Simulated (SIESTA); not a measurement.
The system is HfC.

```
Hf C
1.0
     0.00000    2.32500    2.32500
     2.32500    0.00000    2.32500
     2.32500    2.32500    0.00000
Hf C
1 1
Direct
  0.50000 0.50000 0.50000
  0.00000 0.00000 0.00000
```

Program: SIESTA 5.4.2. Alike in all runs: task band structure; level PBEsol; no spin polarisation; cell as given; k mesh 10 × 10 × 10; smearing fermi-dirac 0.05 eV; grid cutoff 800 Ry; energy shift 0.003 Ry. Hardware: 1 thread of Arm Neoverse V2, with other jobs on the host.

Problem. Order these runs on this cell by their wall time, lowest first.
A. potentials or basis PseudoDojo 0.4 standard (PBEsol files), DZ (energy shift 0.003 Ry; two zetas on semicore shells)
B. potentials or basis PseudoDojo 0.4 standard (PBEsol files), TZDP (energy shift 0.003 Ry; two zetas on semicore shells)
C. potentials or basis PseudoDojo 0.4 standard (PBEsol files), DZP (energy shift 0.003 Ry; two zetas on semicore shells)

Solution. A (30 s), C (64 s), B (150 s).

Caveats: the basis has no polarisation orbitals (some runs).
